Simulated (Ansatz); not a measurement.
Cu:

```
CELL_PARAMETERS angstrom
0.00000 1.80750 1.80750
1.80750 0.00000 1.80750
1.80750 1.80750 0.00000
ATOMIC_POSITIONS crystal
Cu 0.00000 0.00000 0.00000
```

* Program: Ansatz 0.2.0
* Task: relaxation of cell and atoms
* Functional: PBEsol
* Dispersion: D4
* Potentials or basis: all-electron LAPW, scalar-relativistic
* Basis error allowed: 0.001 eV/atom
* k mesh: 13 × 13 × 13
* Occupations: fermi-dirac, width 0.05 eV
* Spin: no spin polarisation

At the start: volume 11.81 Å³/atom.

Q: Where does the relaxation end?

A: Over 6 steps the energy falls by 27.5 meV/atom and the volume is 11.03 Å³/atom (-6.6 %); space group Fm-3m (No. 225, to 0.05 Å).

Step by step:
| step | energy change (eV) | largest force (eV/Å) | volume (Å³) |
| --- | --- | --- | --- |
| 1 | 0.0000 | 0.0000 | 11.81 |
| 2 | -0.0213 | 0.0000 | 11.39 |
| 3 | -0.0273 | 0.0000 | 10.98 |
| 4 | -0.0275 | 0.0000 | 11.03 |
| 5 | -0.0275 | 0.0000 | 11.03 |
| 6 | -0.0275 | 0.0000 | 11.03 |

Final structure:
```
Cu
1.0
     0.00000    1.76680    1.76680
     1.76680    0.00000    1.76680
     1.76680    1.76680    0.00000
Cu
1
Cartesian
  0.0000 0.0000 0.0000
```
